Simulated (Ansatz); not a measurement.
# V (Im-3m) in Ansatz: a series of runs

The runs below take V through single point, equation of state, with r2SCAN.

Program: Ansatz 0.2.0. These are calculated values, not measurements. Logs are shortened: lines on timing, memory, paths and dates and some standing lists are left out, and cuts for length are marked.

## 1. The structure

The structure is cubic, space group Im-3m (No. 229). Conventional cell: a = 3.029 Å, b = 3.029 Å, c = 3.029 Å, α = 90.00°, β = 90.00°, γ = 90.00°. V (site symmetry m-3m) is surrounded by 8 V at 2.62 Å.

## 2. Single point, r2SCAN, collinear spin, ferromagnetic start, 13.06 Å³/atom (volume scaled by 0.94)

input.yaml reads:

```yaml
crystal:
  lattice:
    - [-1.4834362237, 1.4834362237, 1.4834362237]
    - [1.4834362237, -1.4834362237, 1.4834362237]
    - [1.4834362237, 1.4834362237, -1.4834362237]
  atoms:
    - { symbol: V, position: [0.0, 0.0, 0.0], spin: 2.0 }
hamiltonian:
  xc: r2scan
  pseudopotentials: { kind: paw }
magnetization:
  spin_polarized: true
kpoints:
  mp_grid: { grid: [12, 12, 12] }
scf:
  occupations: { method: fermi_dirac, width: 0.05 }
output:
  forces: true
  stress: true
  eigenvalues: true
  write_density: true
  write_potential: true
  elf: true
  volumetric_format: npy
```

Potentials or basis: Ansatz PAW.

Launch:

```sh
$ ansatz run input.yaml --threads 2 --pin off --max-ram 5632MiB --backend cpu --events-out ev --progress --plain --runs-dir out
```

Output:

```text
Warning: RAYON_NUM_THREADS=2 ignored (pool sized by the plan → 2); use --threads N
Engine: ansatz 0.2.0, x86_64-unknown-linux-gnu
Pseudopotentials: kind: paw
Pseudopotential: V, paw, valence charge 13, recommended cutoff 500 eV (meta_gga), V.paw.azcp
Functional definition: r2SCAN
  parameter k0 = 0.174
  parameter k1 = 0.065
  parameter a1 = 4.9479
  exchange = r2scan_x(k0 = k0, k1 = k1, a1 = a1)
  correlation = r2scan_c
Crystal: 1 atoms, lattice volume = 13.058 Å³
Basis set: ecut = 500 eV, 321 PW (Γ), exchange–correlation on 80×80×80 points (64 copies of the dense FFT grid, shifted against one another)
Bands: 12, of which v1, the nominal top of the filled ones, is band 7 counted from 1 (6 counted from 0)
Symmetry: 48 space group operations
Space group: Im-3m (ITA 229), of the structure as read, at distance tolerance 2.4e-5 Å
Magnetic group: BNS 229.140 (UNI 1642), of the structure as read, at distance tolerance 2.4e-5 Å
k-points: 72 of 1728
Non-local potential: V, projectors of the file, l = 0: 3, l = 1: 2, l = 2: 3, l = 3: 1
PAW form: soft (Blöchl's): semilocal exchange-correlation on the pseudo side does not see the compensation charge
PAW frozen core: V, regenerated for the run's functional (the file was generated under x = pbe(κ = 0.804, μ = 0.2195149727645171), c = pbe(β = 0.06672455060314922))
PAW one-centre angular grid: V, 590 points (default); XC on 160 Gauss nodes
Initial density: superposition of atomic densities (chi_scale 0.1, normalization cell)
Starting moments: Σ|m| = 2 μB on 1 of 1 site
Initial wavefunctions: pseudopotential atomic-orbital guess
Functional: x = r2scan, c = r2scan; τ floored in thin density (d = 2e-4 eV/Å³)
SCF iter   1: F=—  HF=-2916.870698 eV  |F-HF|=—  |Δ(HF+E_count)|=         —  Δρ=1.26e-1 (↑1.26e-1 ↓3.79e-2)  dr2=1.54e0  dr2_τ=2.65e-2  dr2_m=6.45e-1  M=1.116 μB ∫|m|=1.116 μB  β_m=0.68  ethr=3.10e-3  ⟨swp⟩=4.6  Hψ=8251  notcnv=0
Mixer restart at iter 1: flushing history
preconditioner: auto → none  [metal: Δε(μ)=0.029 eV  Ē_g=10.106 eV  σ=0.050 eV  W_gap=0.14  n_scr=0 (ndim 8)  ℏωp=23.0 eV  f_vac=0.000  D(μ)=0.92/eV (n_scr^D=12)]
SCF iter   2: F=—  HF=-2916.362416 eV  |F-HF|=—  |Δ(HF+E_count)|=   5.08e-1  Δρ=3.77e-2 (↑3.77e-2 ↓1.81e-2)  dr2=1.23e-1  dr2_τ=3.68e-3  dr2_m=7.17e-2  M=1.083 μB ∫|m|=1.083 μB  β_m=1.00  ethr=3.10e-3  ⟨swp⟩=2.7  Hψ=4407  notcnv=0  defer=112  κ⁻¹=1.0e0(r=1)
SCF iter   3: F=—  HF=-2917.163753 eV  |F-HF|=—  |Δ(HF+E_count)|=         —  Δρ=7.43e-2 (↑7.43e-2 ↓5.89e-2)  dr2=7.41e-2  dr2_τ=1.98e-2  dr2_m=5.19e-1  M=0.232 μB ∫|m|=0.267 μB  β_m=1.00  ethr=9.46e-4  ⟨swp⟩=2.7  Hψ=3239  notcnv=0  defer=112
Mixer restart at iter 3: flushing history
SCF iter   4: F=—  HF=-2917.116191 eV  |F-HF|=—  |Δ(HF+E_count)|=   4.76e-2  Δρ=4.62e-2 (↑4.62e-2 ↓2.35e-2)  dr2=5.20e-1  dr2_τ=4.17e-3  dr2_m=2.15e-2  M=0.397 μB ∫|m|=0.400 μB  β_m=0.42  ethr=3.85e-4  ⟨swp⟩=2.5  Hψ=3770  notcnv=0  defer=135
SCF iter   5: F=—  HF=-2917.035461 eV  |F-HF|=—  |Δ(HF+E_count)|=   8.07e-2  Δρ=1.55e-2 (↑1.55e-2 ↓6.52e-3)  dr2=4.84e-2  dr2_τ=1.07e-3  dr2_m=5.42e-3  M=0.390 μB ∫|m|=0.393 μB  β_m=1.00  ethr=3.85e-4  ⟨swp⟩=2.5  Hψ=3743  notcnv=0  defer=132  κ⁻¹=1.0e0(r=1)
SCF iter   6: F=—  HF=-2917.052712 eV  |F-HF|=—  |Δ(HF+E_count)|=   1.73e-2  Δρ=3.33e-3 (↑3.33e-3 ↓3.19e-3)  dr2=2.91e-3  dr2_τ=8.10e-5  dr2_m=2.41e-4  M=0.412 μB ∫|m|=0.413 μB  β_m=1.00  ethr=3.73e-4  ⟨swp⟩=2.3  Hψ=3097  notcnv=0  defer=140  κ⁻¹=1.1e-2(r=2)
SCF iter   7: F=—  HF=-2917.059505 eV  |F-HF|=—  |Δ(HF+E_count)|=   6.79e-3  Δρ=1.85e-3 (↑1.85e-3 ↓1.85e-3)  dr2=9.49e-4  dr2_τ=2.62e-5  dr2_m=1.34e-5  M=0.427 μB ∫|m|=0.428 μB  β_m=1.00  ethr=2.24e-5  ⟨swp⟩=1.4  Hψ=1975  notcnv=0  defer=140  κ⁻¹=7.0e-4(r=3)
SCF iter   8: F=—  HF=-2917.064171 eV  |F-HF|=—  |Δ(HF+E_count)|=   4.67e-3  Δρ=5.33e-4 (↑5.32e-4 ↓5.33e-4)  dr2=3.78e-5  dr2_τ=2.27e-6  dr2_m=1.83e-5  M=0.439 μB ∫|m|=0.440 μB  β_m=1.00  ethr=7.30e-6  ⟨swp⟩=2.3  Hψ=2870  notcnv=0  defer=140  κ⁻¹=6.1e-5(r=4)
SCF iter   9: F=—  HF=-2917.064525 eV  |F-HF|=—  |Δ(HF+E_count)|=   3.55e-4  Δρ=1.91e-4 (↑1.41e-4 ↓1.91e-4)  dr2=1.19e-6  dr2_τ=2.19e-7  dr2_m=2.33e-6  M=0.433 μB ∫|m|=0.434 μB  β_m=1.00  ethr=2.91e-7  ⟨swp⟩=2.1  Hψ=2598  notcnv=0  defer=140  κ⁻¹=2.2e-6(r=5)
SCF iter  10: F=—  HF=-2917.064535 eV  |F-HF|=—  |Δ(HF+E_count)|=   1.01e-5  Δρ=1.32e-4 (↑1.32e-4 ↓1.19e-4)  dr2=1.91e-7  dr2_τ=7.90e-8  dr2_m=1.74e-6  M=0.427 μB ∫|m|=0.428 μB  β_m=1.00  ethr=9.15e-9  ⟨swp⟩=2.0  Hψ=2682  notcnv=0  defer=140  κ⁻¹=7.8e-7(r=6)
SCF iter  11: F=—  HF=-2917.064533 eV  |F-HF|=—  |Δ(HF+E_count)|=   2.31e-6  Δρ=8.29e-5 (↑8.29e-5 ↓6.81e-5)  dr2=1.90e-8  dr2_τ=1.93e-8  dr2_m=6.79e-7  M=0.423 μB ∫|m|=0.424 μB  β_m=1.00  ethr=1.47e-9  ⟨swp⟩=2.0  Hψ=2685  notcnv=0  defer=140  κ⁻¹=1.1e-7(r=7)
SCF iter  12: F=—  HF=-2917.064535 eV  |F-HF|=—  |Δ(HF+E_count)|=   1.83e-6  Δρ=2.24e-5 (↑2.24e-5 ↓1.86e-5)  dr2=2.03e-8  dr2_τ=3.70e-9  dr2_m=2.22e-8  M=0.419 μB ∫|m|=0.420 μB  β_m=1.00  ethr=1.46e-10  ⟨swp⟩=3.0  Hψ=3603  notcnv=0  defer=140  κ⁻¹=1.6e-8(r=8)
SCF iter  13: F=—  HF=-2917.064537 eV  |F-HF|=—  |Δ(HF+E_count)|=   1.73e-6  Δρ=1.58e-5 (↑1.58e-5 ↓1.29e-5)  dr2=4.37e-9  dr2_τ=1.34e-9  dr2_m=1.89e-8  M=0.418 μB ∫|m|=0.419 μB  β_m=1.00  ethr=1.46e-10  ⟨swp⟩=2.0  Hψ=2689  notcnv=0  defer=140  κ⁻¹=3.9e-8(r=8)
SCF iter  14: F=—  HF=-2917.064537 eV  |F-HF|=—  |Δ(HF+E_count)|=   6.26e-7  Δρ=6.62e-6 (↑6.53e-6 ↓6.62e-6)  dr2=3.95e-10  dr2_τ=2.69e-10  dr2_m=4.79e-9  M=0.417 μB ∫|m|=0.418 μB  β_m=1.00  ethr=3.37e-11  ⟨swp⟩=3.2  Hψ=3295  notcnv=0  defer=140  κ⁻¹=9.4e-8(r=8)
SCF iter  15: F=—  HF=-2917.064537 eV  |F-HF|=—  |Δ(HF+E_count)|=   2.47e-8  Δρ=3.99e-6 (↑3.71e-6 ↓3.99e-6)  dr2=2.11e-10  dr2_τ=1.31e-10  dr2_m=1.59e-9  M=0.416 μB ∫|m|=0.417 μB  β_m=1.00  ethr=3.04e-12  ⟨swp⟩=2.6  Hψ=2845  notcnv=0  defer=140  κ⁻¹=3.4e-8(r=8)
SCF iter  16: F=—  HF=-2917.064537 eV  |F-HF|=—  |Δ(HF+E_count)|=  3.91e-10  Δρ=2.06e-5 (↑2.06e-5 ↓2.06e-5)  dr2=1.25e-10  dr2_τ=2.15e-9  dr2_m=5.06e-8  M=0.415 μB ∫|m|=0.416 μB  β_m=1.00  ethr=1.62e-12  ⟨swp⟩=6.4  Hψ=8864  notcnv=0  κ⁻¹=1.1e-6(r=8)
SCF iter  17: F=—  HF=-2917.064537 eV  |F-HF|=—  |Δ(HF+E_count)|=   1.09e-7  Δρ=1.14e-5 (↑1.14e-5 ↓1.01e-5)  dr2=2.74e-10  dr2_τ=5.82e-10  dr2_m=1.38e-8  M=0.415 μB ∫|m|=0.416 μB  β_m=1.00  ethr=1.00e-12  ⟨swp⟩=6.0  Hψ=6372  notcnv=0  κ⁻¹=1.4e-6(r=8)
SCF iter  18: F=—  HF=-2917.064537 eV  |F-HF|=—  |Δ(HF+E_count)|=   4.93e-8  Δρ=3.00e-6 (↑3.00e-6 ↓2.53e-6)  dr2=3.47e-11  dr2_τ=3.82e-11  dr2_m=9.12e-10  M=0.414 μB ∫|m|=0.415 μB  β_m=1.00  ethr=1.00e-12  ⟨swp⟩=5.4  Hψ=6169  notcnv=0  κ⁻¹=6.4e-7(r=8)
SCF iter  19: F=-2917.064537 eV  HF=-2917.064537 eV  |F-HF|=8.04e-10  |Δ(HF+E_count)|=   4.38e-9  Δρ=7.68e-7 (↑7.68e-7 ↓5.65e-7)  dr2=8.01e-12  dr2_τ=2.13e-12  dr2_m=5.22e-11  M=0.414 μB ∫|m|=0.415 μB  ethr=1.00e-12  ⟨swp⟩=5.0  Hψ=5469  notcnv=0
SCF 1 converged in 19 iterations: F = -2917.064537 eV  dr2 = 8.01e-12
this state was not tested for a lower state beside it, because the mixer in use, unlike msr1, does not test its closes by its own steps (another_mixer; see scf.mixing.algorithm and scf.lower_state_search)
SCF converged after 19 iterations
Magnetization: 0.4145 μB (6.7072 up, 6.2928 down)
Absolute magnetization: 0.4149 μB (∫|ρ↑−ρ↓|, with the PAW one-centre terms)
Spin contamination: 0.0027 ħ² per cell (⟨S²⟩ above its minimum at these occupations)
Per-site moments (μB) at R_I (Å): [(0.3333677772549205, 1.0598721000600606)]
Free energy (F): -2917.064537 eV
Harris-Foulkes:  -2917.064537 eV  (|F-HF|=8.04e-10)
Internal energy: -2917.049876 eV  (E = F + TS)
E sigma→0 (E₀):  -2917.057207 eV
Entropy (-TS):   -0.014661 eV (-14.661 meV/atom)
Fermi energy:    17.109651 eV
--- Per-component energies (eV) ---
  E_band       = -151.703846
  E_kinetic    = 337.316075
  E_local      = -869.129567  (includes V_loc(G=0)·N_el)
  E_nonlocal   = -45.582362
  E_hartree    = 401.544033
  E_xc         = -127.000052
  E_vxc        = -184.911973  (∫ρ·V_xc dr)
  E_paw        = -1121.414496  (= ΣΔE_a)
  E_vpaw       = -204.867510  (= ΣTr[D̂ρ^β])
  E_aug_tail   = 0.000176  (compensation charges beyond the density's cutoff)
  E_vtau       = 12.383154  (kinetic-family band-sum trace: ∫τ·v_τ [+ j·A + Jᵃ·Aᵃ] dr)
  E_ewald      = -1492.517902
  E_core_change = -0.265781  (= ΣΔE_core)
  E_smearing   = -0.014661  (= −TS)
  E_closure    = 0.000000  (closes the sum)
  Σ components = -2917.064537   (vs F -2917.064537, Δ=0.00e0)
--- Forces (eV/Å), atoms counted from 1 ---
  atom   1  V     -0.00000000     0.00000000     0.00000000
  max |Σ_I F_I| component: 1.60e-31 eV/Å
--- Stress (GPa, compression-positive) ---
        4.164186      -0.000000      -0.000000
       -0.000000       4.164186      -0.000000
       -0.000000       0.000000       4.164186
  P = ⅓ Tr σ = 4.1642 GPa (41.642 kbar)
--- Band table (eV; the first three rows and the last of 144) ---
  k-point 0 ↑: bands = ["-49.4058", "-21.4859", "-21.4859", "-21.4859", "9.8038", "17.2633", "17.2633", "17.2633", "19.7627", "19.7627", "38.5316", "38.5316"]
  k-point 1 ↑: bands = ["-49.3906", "-21.5586", "-21.5078", "-21.4864", "10.1042", "17.1343", "17.2321", "17.4783", "19.6150", "19.7700", "37.9984", "38.4692"]
  k-point 2 ↑: bands = ["-49.3488", "-21.7544", "-21.5673", "-21.4879", "10.9446", "16.7958", "17.0777", "18.0923", "19.3683", "19.8024", "36.4429", "37.8986"]
  k-point 71 ↓: bands = ["-48.6187", "-21.7720", "-21.7720", "-21.7720", "13.8802", "13.8802", "21.4051", "21.4051", "21.4051", "28.2911", "28.2911", "28.2911"]
```

Wall time 4.5 s (2 threads of AMD EPYC 7R13 (Zen 3), shared host); peak memory 0.37 GiB.

Results:

| Item | Value |
| --- | --- |
| Free energy | -2917.0645 eV |
| Pressure | 4.2 GPa |
| Band gap on the k mesh | none (metal or under the smearing width) |
| Net moment | 0.41 μB per cell |
| Absolute moment | 0.41 μB per cell |
| Site moments | V +0.33 μB |

Caveat: the magnetic or orbital state may not be the lowest; the PAW data sets come from PBE, with cores solved anew for the run's functional, which leaves a small shift of forces and pressure.

## 3. Single point, r2SCAN, collinear spin, ferromagnetic start, 13.34 Å³/atom (volume scaled by 0.96)

Changes to input.yaml since step 2:

```diff
@@ -2,5 +2,5 @@
   lattice:
-    - [-1.4834362237, 1.4834362237, 1.4834362237]
-    - [1.4834362237, -1.4834362237, 1.4834362237]
-    - [1.4834362237, 1.4834362237, -1.4834362237]
+    - [-1.4938833019, 1.4938833019, 1.4938833019]
+    - [1.4938833019, -1.4938833019, 1.4938833019]
+    - [1.4938833019, 1.4938833019, -1.4938833019]
   atoms:
```

Potentials or basis: Ansatz PAW.

Launch:

```sh
$ ansatz run input.yaml --threads 2 --pin off --max-ram 5632MiB --backend cpu --events-out ev --progress --plain --runs-dir out
```

It took 4.4 s on 2 threads of AMD EPYC 7R13 (Zen 3), shared host; peak memory 0.36 GiB.

Results (log left out):

* Free energy: -2917.0684 eV
* Pressure: 0.3 GPa
* Band gap on the k mesh: none (metal or under the smearing width)
* Net moment: 0.49 μB per cell
* Absolute moment: 0.49 μB per cell
* Site moments: V +0.39 μB

Caveat: the magnetic or orbital state may not be the lowest; the PAW data sets come from PBE, with cores solved anew for the run's functional, which leaves a small shift of forces and pressure.

## 4. Single point, r2SCAN, collinear spin, ferromagnetic start, 13.61 Å³/atom (volume scaled by 0.98)

Changes to input.yaml since step 3:

```diff
@@ -2,5 +2,5 @@
   lattice:
-    - [-1.4938833019, 1.4938833019, 1.4938833019]
-    - [1.4938833019, -1.4938833019, 1.4938833019]
-    - [1.4938833019, 1.4938833019, -1.4938833019]
+    - [-1.5041862709, 1.5041862709, 1.5041862709]
+    - [1.5041862709, -1.5041862709, 1.5041862709]
+    - [1.5041862709, 1.5041862709, -1.5041862709]
   atoms:
```

Launch:

```sh
$ ansatz run input.yaml --threads 2 --pin off --max-ram 5632MiB --backend cpu --events-out ev --progress --plain --runs-dir out
```

Wall time 4.2 s (2 threads of AMD EPYC 7R13 (Zen 3), shared host); peak memory 0.39 GiB.

The run converged. Its results:

```yaml
Free_energy: -2917.0657 eV
Pressure: -3.4 GPa
Band_gap_on_the_k_mesh: none (metal or under the smearing width)
Net_moment: 0.52 μB per cell
Absolute_moment: 0.52 μB per cell
Site_moments: V +0.42 μB
```

Caveat: the magnetic or orbital state may not be the lowest; the PAW data sets come from PBE, with cores solved anew for the run's functional, which leaves a small shift of forces and pressure.

## 5. Single point, r2SCAN, collinear spin, ferromagnetic start, 13.89 Å³/atom

input.yaml reads:

```yaml
crystal:
  lattice:
    - [-1.51435, 1.51435, 1.51435]
    - [1.51435, -1.51435, 1.51435]
    - [1.51435, 1.51435, -1.51435]
  atoms:
    - { symbol: V, position: [0.0, 0.0, 0.0], spin: 2.0 }
hamiltonian:
  xc: r2scan
  pseudopotentials: { kind: paw }
magnetization:
  spin_polarized: true
kpoints:
  mp_grid: { grid: [12, 12, 12] }
scf:
  occupations: { method: fermi_dirac, width: 0.05 }
output:
  forces: true
  stress: true
  eigenvalues: true
```

Launch:

```sh
$ ansatz run input.yaml --threads 2 --pin off --max-ram 5632MiB --backend cpu --events-out ev --progress --plain --runs-dir out
```

It took 3.8 s on 2 threads of AMD EPYC 7R13 (Zen 3), shared host; peak memory 0.36 GiB.

It converged, with:

| Quantity | Value |
| --- | --- |
| Free energy | -2917.0569 eV |
| Pressure | -6.7 GPa |
| Band gap on the k mesh | none (metal or under the smearing width) |
| Net moment | 0.54 μB per cell |
| Absolute moment | 0.54 μB per cell |
| Site moments | V +0.44 μB |

Caveat: the magnetic or orbital state may not be the lowest; the PAW data sets come from PBE, with cores solved anew for the run's functional, which leaves a small shift of forces and pressure.

## 6. Single point, r2SCAN, collinear spin, ferromagnetic start, 14.17 Å³/atom (volume scaled by 1.02)

Changes to input.yaml since step 5:

```diff
@@ -2,5 +2,5 @@
   lattice:
-    - [-1.51435, 1.51435, 1.51435]
-    - [1.51435, -1.51435, 1.51435]
-    - [1.51435, 1.51435, -1.51435]
+    - [-1.5243791002, 1.5243791002, 1.5243791002]
+    - [1.5243791002, -1.5243791002, 1.5243791002]
+    - [1.5243791002, 1.5243791002, -1.5243791002]
   atoms:
```

Potentials or basis: Ansatz PAW.

Launch:

```sh
$ ansatz run input.yaml --threads 2 --pin off --max-ram 5632MiB --backend cpu --events-out ev --progress --plain --runs-dir out
```

Wall time 3.1 s (2 threads of AMD EPYC 7R13 (Zen 3), shared host); peak memory 0.38 GiB.

Results (log left out):

```yaml
Free_energy: -2917.0425 eV
Pressure: -9.8 GPa
Band_gap_on_the_k_mesh: none (metal or under the smearing width)
Net_moment: 0.56 μB per cell
Absolute_moment: 0.56 μB per cell
Site_moments: V +0.46 μB
```

Caveat: the magnetic or orbital state may not be the lowest; the PAW data sets come from PBE, with cores solved anew for the run's functional, which leaves a small shift of forces and pressure.

## 7. Single point, r2SCAN, collinear spin, ferromagnetic start, 14.45 Å³/atom (volume scaled by 1.04)

Changes to input.yaml since step 6:

```diff
@@ -2,5 +2,5 @@
   lattice:
-    - [-1.5243791002, 1.5243791002, 1.5243791002]
-    - [1.5243791002, -1.5243791002, 1.5243791002]
-    - [1.5243791002, 1.5243791002, -1.5243791002]
+    - [-1.5342779432, 1.5342779432, 1.5342779432]
+    - [1.5342779432, -1.5342779432, 1.5342779432]
+    - [1.5342779432, 1.5342779432, -1.5342779432]
   atoms:
```

Launch:

```sh
$ ansatz run input.yaml --threads 2 --pin off --max-ram 5632MiB --backend cpu --events-out ev --progress --plain --runs-dir out
```

Run time: 3.2 s. Hardware: 2 threads of AMD EPYC 7R13 (Zen 3), shared host; peak memory 0.39 GiB.

It converged, with:

```
Free energy            : -2917.0232 eV
Pressure               : -12.5 GPa
Band gap on the k mesh : none (metal or under the smearing width)
Net moment             : 0.58 μB per cell
Absolute moment        : 0.59 μB per cell
Site moments           : V +0.48 μB
```

Caveat: the magnetic or orbital state may not be the lowest; the PAW data sets come from PBE, with cores solved anew for the run's functional, which leaves a small shift of forces and pressure.

## 8. Single point, r2SCAN, collinear spin, ferromagnetic start, 14.72 Å³/atom (volume scaled by 1.06)

Changes to input.yaml since step 7:

```diff
@@ -2,5 +2,5 @@
   lattice:
-    - [-1.5342779432, 1.5342779432, 1.5342779432]
-    - [1.5342779432, -1.5342779432, 1.5342779432]
-    - [1.5342779432, 1.5342779432, -1.5342779432]
+    - [-1.5440506776, 1.5440506776, 1.5440506776]
+    - [1.5440506776, -1.5440506776, 1.5440506776]
+    - [1.5440506776, 1.5440506776, -1.5440506776]
   atoms:
```

Launch:

```sh
$ ansatz run input.yaml --threads 2 --pin off --max-ram 5632MiB --backend cpu --events-out ev --progress --plain --runs-dir out
```

Run time: 3.5 s. Hardware: 2 threads of AMD EPYC 7R13 (Zen 3), shared host; peak memory 0.36 GiB.

The run converged. Its results:

```yaml
Free_energy: -2916.9994 eV
Pressure: -14.9 GPa
Band_gap_on_the_k_mesh: none (metal or under the smearing width)
Net_moment: 0.60 μB per cell
Absolute_moment: 0.60 μB per cell
Site_moments: V +0.50 μB
```

Caveat: the magnetic or orbital state may not be the lowest; the PAW data sets come from PBE, with cores solved anew for the run's functional, which leaves a small shift of forces and pressure.

## 9. Equation of state, r2SCAN, collinear spin, ferromagnetic start

Potentials or basis: Ansatz PAW.

This step only gathers the single runs of the series.

What came out:

- Equilibrium volume: 13.36 Å³/atom
- Bulk modulus: 184 GPa
- Pressure derivative of the bulk modulus: 3.8

Energy against volume, from the lowest point:
| volume (Å³/atom) | energy (meV/atom) |
| --- | --- |
| 13.058 | 3.91 |
| 13.336 | 0.00 |
| 13.613 | 2.72 |
| 13.891 | 11.55 |
| 14.169 | 25.91 |
| 14.447 | 45.24 |
| 14.725 | 69.07 |

Caveat: the magnetic or orbital state may not be the lowest; the PAW data sets were made with another functional, which shifts forces and pressure a little.
